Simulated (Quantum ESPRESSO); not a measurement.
# NaI (Fm-3m) in Quantum ESPRESSO: settings compared, part 4 of 5

Quantum ESPRESSO 7.5. Earlier steps stand in the parts before.

### Step 6. Phonons, RPBE, collinear spin, ferromagnetic start

pw.in

```
&CONTROL
  calculation = 'scf'
  prefix = 'pwscf'
  outdir = './tmp'
  pseudo_dir = './pseudo'
  tprnfor = .true.
  tstress = .true.
  disk_io = 'low'
/
&SYSTEM
  ibrav = 0
  nat = 2
  ntyp = 2
  ecutwfc = 88
  nbnd = 17
  input_dft = 'rpbe'
  occupations = 'smearing'
  smearing = 'fd'
  degauss = 0.00367493
  nspin = 2
  starting_magnetization(1) = 0.0714
  starting_magnetization(2) = 0
/
&ELECTRONS
  conv_thr = 4d-10
  electron_maxstep = 120
  mixing_beta = 0.3
/
ATOMIC_SPECIES
I    126.9045 I.upf
Na    22.9898 Na.upf
CELL_PARAMETERS angstrom
   0.0000000000    3.2364000000    3.2364000000
   3.2364000000    0.0000000000    3.2364000000
   3.2364000000    3.2364000000    0.0000000000
ATOMIC_POSITIONS crystal
I      0.5000000000    0.5000000000    0.5000000000
Na     0.0000000000    0.0000000000    0.0000000000
K_POINTS automatic
2 2 2 1 1 1
```

relax.in

```
&CONTROL
  calculation = 'vc-relax'
  prefix = 'pwscf'
  outdir = './tmp'
  pseudo_dir = './pseudo'
  tprnfor = .true.
  tstress = .true.
  disk_io = 'low'
  nstep = 40
  forc_conv_thr = 0.0001
  etot_conv_thr = 1d-06
/
&SYSTEM
  ibrav = 0
  nat = 2
  ntyp = 2
  ecutwfc = 88
  nbnd = 17
  input_dft = 'rpbe'
  occupations = 'smearing'
  smearing = 'fd'
  degauss = 0.00367493
  nspin = 2
  starting_magnetization(1) = 0.0714
  starting_magnetization(2) = 0
/
&ELECTRONS
  conv_thr = 4d-10
  electron_maxstep = 120
  mixing_beta = 0.3
/
&IONS
  ion_dynamics = 'bfgs'
/
&CELL
  cell_dynamics = 'bfgs'
  press = 0
  press_conv_thr = 0.2
/
ATOMIC_SPECIES
I    126.9045 I.upf
Na    22.9898 Na.upf
CELL_PARAMETERS angstrom
   0.0000000000    3.2364000000    3.2364000000
   3.2364000000    0.0000000000    3.2364000000
   3.2364000000    3.2364000000    0.0000000000
ATOMIC_POSITIONS crystal
I      0.5000000000    0.5000000000    0.5000000000
Na     0.0000000000    0.0000000000    0.0000000000
K_POINTS automatic
2 2 2 1 1 1
```

scf2.in

```
&CONTROL
  calculation = 'scf'
  prefix = 'pwscf'
  outdir = './tmp'
  pseudo_dir = './pseudo'
  tprnfor = .true.
  tstress = .true.
  disk_io = 'low'
/
&SYSTEM
  ibrav = 0
  nat = 2
  ntyp = 2
  ecutwfc = 88
  nbnd = 17
  input_dft = 'rpbe'
  occupations = 'fixed'
  nspin = 2
  starting_magnetization(1) = 0.0714
  starting_magnetization(2) = 0
  tot_magnetization = 0
/
&ELECTRONS
  conv_thr = 1d-13
  electron_maxstep = 120
  mixing_beta = 0.3
  startingpot = 'file'
  startingwfc = 'file'
/
ATOMIC_SPECIES
I    126.9045 I.upf
Na    22.9898 Na.upf
CELL_PARAMETERS angstrom
   0.0000000000    3.3506165564    3.3506165564
   3.3506165564    0.0000000000    3.3506165564
   3.3506165564    3.3506165564    0.0000000000
ATOMIC_POSITIONS crystal
I      0.5000000000    0.5000000000    0.5000000000
Na     0.0000000000    0.0000000000    0.0000000000
K_POINTS automatic
2 2 2 1 1 1
```

ph.in

```
phonons of NaI
&INPUTPH
  prefix = 'pwscf'
  outdir = './tmp'
  tr2_ph = 1d-16
  fildyn = 'dyn'
  niter_ph = 60
  alpha_mix(1) = 0.7
  epsil = .true.
/
0.0000000000 0.0000000000 0.0000000000
```

dynmat.in

```
&INPUT
  fildyn = 'dyn'
  asr = 'crystal'
  lperm = .true.
  filout = 'dynmat.disp'
  fileig = 'dynmat.eig'
/
```

dynmat_lo.in

```
&INPUT
  fildyn = 'dyn'
  asr = 'crystal'
  filout = 'dynmat_lo.disp'
  fileig = 'dynmat_lo.eig'
  q(1) = 0
  q(2) = 0
  q(3) = 1
/
```

relax_v0.99.in

```
&CONTROL
  calculation = 'relax'
  prefix = 'pwscf'
  outdir = './tmp'
  pseudo_dir = './pseudo'
  tprnfor = .true.
  tstress = .true.
  disk_io = 'low'
  nstep = 30
  forc_conv_thr = 0.0001
  etot_conv_thr = 1d-06
/
&SYSTEM
  ibrav = 0
  nat = 2
  ntyp = 2
  ecutwfc = 88
  nbnd = 17
  input_dft = 'rpbe'
  occupations = 'fixed'
  nspin = 2
  starting_magnetization(1) = 0.0714
  starting_magnetization(2) = 0
  tot_magnetization = 0
/
&ELECTRONS
  conv_thr = 1d-13
  electron_maxstep = 120
  mixing_beta = 0.3
/
&IONS
  ion_dynamics = 'bfgs'
/
ATOMIC_SPECIES
I    126.9045 I.upf
Na    22.9898 Na.upf
CELL_PARAMETERS angstrom
   0.0000000000    3.3394103973    3.3394103973
   3.3394103973    0.0000000000    3.3394103973
   3.3394103973    3.3394103973    0.0000000000
ATOMIC_POSITIONS crystal
I      0.5000000000    0.5000000000    0.5000000000
Na     0.0000000000    0.0000000000    0.0000000000
K_POINTS automatic
2 2 2 1 1 1
```

ph_v0.99.in

```
phonons at 0.99 of the volume
&INPUTPH
  prefix = 'pwscf'
  outdir = './tmp'
  tr2_ph = 1d-16
  fildyn = 'dyn_v0.99'
  niter_ph = 60
  alpha_mix(1) = 0.7
/
0.0000000000 0.0000000000 0.0000000000
```

relax_v1.01.in

```
&CONTROL
  calculation = 'relax'
  prefix = 'pwscf'
  outdir = './tmp'
  pseudo_dir = './pseudo'
  tprnfor = .true.
  tstress = .true.
  disk_io = 'low'
  nstep = 30
  forc_conv_thr = 0.0001
  etot_conv_thr = 1d-06
/
&SYSTEM
  ibrav = 0
  nat = 2
  ntyp = 2
  ecutwfc = 88
  nbnd = 17
  input_dft = 'rpbe'
  occupations = 'fixed'
  nspin = 2
  starting_magnetization(1) = 0.0714
  starting_magnetization(2) = 0
  tot_magnetization = 0
/
&ELECTRONS
  conv_thr = 1d-13
  electron_maxstep = 120
  mixing_beta = 0.3
/
&IONS
  ion_dynamics = 'bfgs'
/
ATOMIC_SPECIES
I    126.9045 I.upf
Na    22.9898 Na.upf
CELL_PARAMETERS angstrom
   0.0000000000    3.3617482546    3.3617482546
   3.3617482546    0.0000000000    3.3617482546
   3.3617482546    3.3617482546    0.0000000000
ATOMIC_POSITIONS crystal
I      0.5000000000    0.5000000000    0.5000000000
Na     0.0000000000    0.0000000000    0.0000000000
K_POINTS automatic
2 2 2 1 1 1
```

ph_v1.01.in

```
phonons at 1.01 of the volume
&INPUTPH
  prefix = 'pwscf'
  outdir = './tmp'
  tr2_ph = 1d-16
  fildyn = 'dyn_v1.01'
  niter_ph = 60
  alpha_mix(1) = 0.7
/
0.0000000000 0.0000000000 0.0000000000
```

Potentials or basis: PseudoDojo 0.4.1 SR PBE standard.

Run with:

```
OMP_NUM_THREADS=1 pw.x -in pw.in > pw.out
OMP_NUM_THREADS=1 pw.x -in relax.in > relax.out
OMP_NUM_THREADS=1 pw.x -in scf2.in > scf2.out
OMP_NUM_THREADS=1 ph.x -in ph.in > ph.out
OMP_NUM_THREADS=1 dynmat.x -in dynmat.in > dynmat.out
OMP_NUM_THREADS=1 dynmat.x -in dynmat_lo.in > dynmat_lo.out
OMP_NUM_THREADS=1 pw.x -in relax_v0.99.in > relax_v0.99.out
OMP_NUM_THREADS=1 ph.x -in ph_v0.99.in > ph_v0.99.out
OMP_NUM_THREADS=1 pw.x -in relax_v1.01.in > relax_v1.01.out
OMP_NUM_THREADS=1 ph.x -in ph_v1.01.in > ph_v1.01.out
```

pw.out:

```text
This program is part of the open-source Quantum ESPRESSO suite
     for quantum simulation of materials; please cite
         "P. Giannozzi et al., J. Phys.:Condens. Matter 21 395502 (2009);
         "P. Giannozzi et al., J. Phys.:Condens. Matter 29 465901 (2017);
         "P. Giannozzi et al., J. Chem. Phys. 152 154105 (2020);
     in publications or presentations arising from this work. More details at

     IMPORTANT: XC functional enforced from input :
     Exchange-correlation= RPBE
                           (   1   4  44   4   0   0   0)
     Any further DFT definition will be discarded
     Please, verify this is what you really want

     Message from routine setup:
     using ibrav=0 with symmetry is DISCOURAGED, use correct ibrav instead

     G-vector sticks info
     --------------------
     sticks:   dense  smooth     PW     G-vecs:    dense   smooth      PW
     Sum        1813    1813    499                51109    51109    7391

     Using Slab Decomposition

     bravais-lattice index     =            0
     lattice parameter (alat)  =       8.6492  a.u.
     unit-cell volume          =     457.5233 (a.u.)^3
     number of atoms/cell      =            2
     number of atomic types    =            2
     number of electrons       =        16.00
     number of Kohn-Sham states=           17
     kinetic-energy cutoff     =      88.0000  Ry
     charge density cutoff     =     352.0000  Ry
     scf convergence threshold =      4.0E-10
     mixing beta               =       0.3000
     number of iterations used =            8  plain     mixing
     Exchange-correlation= RPBE
                           (   1   4  44   4   0   0   0)

     celldm(1)=   8.649202  celldm(2)=   0.000000  celldm(3)=   0.000000
     celldm(4)=   0.000000  celldm(5)=   0.000000  celldm(6)=   0.000000

     crystal axes: (cart. coord. in units of alat)
               a(1) = (   0.000000   0.707107   0.707107 )
               a(2) = (   0.707107   0.000000   0.707107 )
               a(3) = (   0.707107   0.707107   0.000000 )

     reciprocal axes: (cart. coord. in units 2 pi/alat)
               b(1) = ( -0.707107  0.707107  0.707107 )
               b(2) = (  0.707107 -0.707107  0.707107 )
               b(3) = (  0.707107  0.707107 -0.707107 )

     PseudoPot. # 1 for I  read from file:
     I.upf
     Pseudo is Norm-conserving + core correction, Zval =  7.0
     Generated using ONCVPSP code by D. R. Hamann
     Using radial grid of 1196 points,  6 beta functions with:
                l(1) =   0
                l(2) =   0
                l(3) =   1
                l(4) =   1
                l(5) =   2
                l(6) =   2

     PseudoPot. # 2 for Na read from file:
[... 27 lines left out ...]
                       cart. coord. in units 2pi/alat
        k(    1) = (   0.1767767   0.1767767   0.1767767), wk =   0.2500000
        k(    2) = (  -0.1767767  -0.1767767   0.5303301), wk =   0.7500000

     Dense  grid:    51109 G-vectors     FFT dimensions: (  54,  54,  54)

     Generating pointlists ...
     new r_m :   0.2917 (alat units)  2.5228 (a.u.) for type    1
     new r_m :   0.2917 (alat units)  2.5228 (a.u.) for type    2

     Initial potential from superposition of free atoms

     starting charge      15.9937, renormalised to      16.0000
     Starting wfcs are    9 randomized atomic wfcs +    8 random wfcs

     Self-consistent Calculation

     iteration #  1     ecut=    88.00 Ry     beta= 0.30
     Davidson diagonalization with overlap
     ethr =  1.00E-02,  avg # of iterations =  7.0

     Threshold (ethr) on eigenvalues was too large:
     Diagonalizing with lowered threshold

     Davidson diagonalization with overlap
     ethr =  1.63E-04,  avg # of iterations =  4.2

     total energy              =    -117.61394984 Ry
     estimated scf accuracy    <       0.02574207 Ry
[... 84 lines left out ...]
     iteration # 10     ecut=    88.00 Ry     beta= 0.30
     Davidson diagonalization with overlap
     ethr =  4.28E-12,  avg # of iterations =  2.0

     Magnetic moment per site  (integrated on atomic sphere of radius R)
     atom   1 (R=0.292)  charge=  5.5046  magn=  0.0000
     atom   2 (R=0.292)  charge=  8.2592  magn= -0.0000

     End of self-consistent calculation

 ------ SPIN UP ------------

          k = 0.1768 0.1768 0.1768 (  6363 PWs)   bands (ev):

   -48.7058 -20.6515 -20.6492 -20.6492  -8.9640   0.6501   1.7439   1.7439
     7.0446   9.5992  10.0444  10.0444  11.6396  11.6396  12.6709  15.8398
    16.4231

          k =-0.1768-0.1768 0.5303 (  6373 PWs)   bands (ev):

   -48.7057 -20.6528 -20.6506 -20.6500  -8.7693   0.1374   0.9970   1.3753
     7.5868   8.7932   9.9540  10.7840  12.8764  14.4713  15.0818  15.5110
    15.5190

 ------ SPIN DOWN ----------

          k = 0.1768 0.1768 0.1768 (  6363 PWs)   bands (ev):

   -48.7058 -20.6515 -20.6492 -20.6492  -8.9640   0.6502   1.7439   1.7439
     7.0445   9.5992  10.0444  10.0444  11.6396  11.6396  12.6709  15.8397
    16.4230

          k =-0.1768-0.1768 0.5303 (  6373 PWs)   bands (ev):

   -48.7057 -20.6528 -20.6506 -20.6500  -8.7693   0.1375   0.9970   1.3754
     7.5868   8.7931   9.9539  10.7840  12.8763  14.4713  15.0818  15.5110
    15.5190

     the Fermi energy is     4.5239 ev

!    total energy              =    -117.61620064 Ry
     estimated scf accuracy    <          2.7E-11 Ry
     smearing contrib. (-TS)   =       0.00000000 Ry
     internal energy E=F+TS    =    -117.61620064 Ry

     The total energy is F=E-TS. E is the sum of the following terms:
     one-electron contribution =     -78.72197915 Ry
     hartree contribution      =      43.00905157 Ry
     xc contribution           =     -21.94993353 Ry
     ewald contribution        =     -59.95333953 Ry

     total magnetization       =     0.00 Bohr mag/cell
     absolute magnetization    =     0.00 Bohr mag/cell

     convergence has been achieved in  10 iterations

     Forces acting on atoms (cartesian axes, Ry/au):

     atom    1 type  1   force =    -0.00000000   -0.00000000    0.00000000
     atom    2 type  2   force =    -0.00000000   -0.00000000   -0.00000000

     Total force =     0.000000     Total SCF correction =     0.000000

     Computing stress (Cartesian axis) and pressure

          total   stress  (Ry/bohr**3)                   (kbar)     P=       16.42
   0.00011160  -0.00000000   0.00000000           16.42       -0.00        0.00
  -0.00000000   0.00011160   0.00000000           -0.00       16.42        0.00
   0.00000000   0.00000000   0.00011160            0.00        0.00       16.42

=------------------------------------------------------------------------------=
   JOB DONE.
=------------------------------------------------------------------------------=
```

Run time: 5.4 min. Hardware: 1 thread of Intel Xeon Platinum 8488C (Sapphire Rapids), shared host; peak memory 0.27 GiB.

What came out:

- Free energy: -1600.2850 eV
- Relaxed volume: 37.62 Å³/atom
- Relaxed cell: a = 4.738 Å, b = 4.738 Å, c = 4.738 Å, α = 60.00°, β = 60.00°, γ = 60.00°
- Space group after relaxing (to 0.05 Å): Fm-3m (No. 225)
- Pressure after relaxing: 0.0 GPa
- Net moment: 0.00 μB per cell
- Absolute moment: 0.00 μB per cell
- Valence electrons inside the program's atomic spheres: I 5.50; Na 8.26
- Electronic dielectric tensor (diagonal): 3.16
- Born charges (mean of the diagonal): I -1.27; Na +1.24 e
- Highest phonon frequency at Γ, LO-TO splitting left out: 139 cm⁻¹
- Static dielectric tensor (diagonal): 8.06

Step by step:
| step | energy change (eV) | largest force (eV/Å) | pressure (GPa) | volume (Å³) |
| --- | --- | --- | --- | --- |
| 1 | 0.0000 | 0.0000 | 1.64 | 67.80 |
| 2 | -0.0055 | 0.0000 | 1.48 | 68.37 |
| 3 | -0.0110 | 0.0000 | 1.31 | 69.00 |
| 4 | -0.0181 | 0.0000 | 1.07 | 69.95 |
| 5 | -0.0262 | 0.0000 | 0.74 | 71.39 |
| 6 | -0.0332 | 0.0000 | 0.29 | 73.60 |
| 7 | -0.0347 | 0.0000 | 0.02 | 75.11 |
| 8 | -0.0347 | 0.0000 | 0.00 | 75.23 |
| 9 | -0.0347 | 0.0000 | 0.00 | 75.23 |

Final structure:
```yaml
crystal:
  lattice:
    - [0.00000, 3.35062, 3.35062]
    - [3.35062, 0.00000, 3.35062]
    - [3.35062, 3.35062, 0.00000]
  atoms:
    - { symbol: I, position: [0.50000, 0.50000, 0.50000] }
    - { symbol: Na, position: [0.00000, 0.00000, 0.00000] }
```

Phonon frequencies in cm⁻¹ (negative: imaginary):
```tsv
q point	frequencies
(0.000, 0.000, 0.000)	27 27 27 139 139 139
```

Electronic dielectric tensor:
```
3.16 0.00 0.00
0.00 3.16 0.00
0.00 0.00 3.16
```

Born effective charge tensors (e):
atom 1, I
```
-1.27  0.00  0.00
 0.00 -1.27  0.00
 0.00  0.00 -1.27
```
atom 2, Na
```
1.24 0.00 0.00
0.00 1.24 0.00
0.00 0.00 1.24
```

Mode Grüneisen parameters of phonons at Γ, in order of frequency: n/a, n/a, n/a, 0.92, 0.92, 0.92

Optical modes at Γ, degenerate ones joined, polar ones without the macroscopic field:
| cm⁻¹ | components | symmetry | active in | IR intensity, summed ((D/Å)²/amu) |
| --- | --- | --- | --- | --- |
| 104 | 3 | T1u | IR | 5.59 |

Zone-centre frequencies without and with the macroscopic field along z (cm⁻¹):
```csv
,optical modes in rising order
without,104 104 104
with the field,104 104 166
```

Static dielectric tensor, electrons and zone-centre modes:
```
8.06 0.00 0.00
0.00 8.06 0.00
0.00 0.00 8.06
```

Frequencies at 99 % and 101 % of the volume (pressures 0.1 and -0.1 GPa), ions relaxed:
```
mode  99 % (cm⁻¹)  101 % (cm⁻¹)  Grüneisen parameter
   4        140.7         138.1                 0.92
   5        140.7         138.1                 0.92
   6        140.7         138.1                 0.92
```

Caveat: the k mesh is coarse (spacing up to 0.84 Å⁻¹), so the values aren't converged; the mesh is thin for the dielectric tensor, Born charges and intensities, which usually come out too large; the potentials were made for another functional, which shifts forces and pressure; before the sum rule the acoustic modes lie tens of cm⁻¹ from zero, a sign that the density grid also shifts the optical modes.

(Part 4 of 5 ends here.)
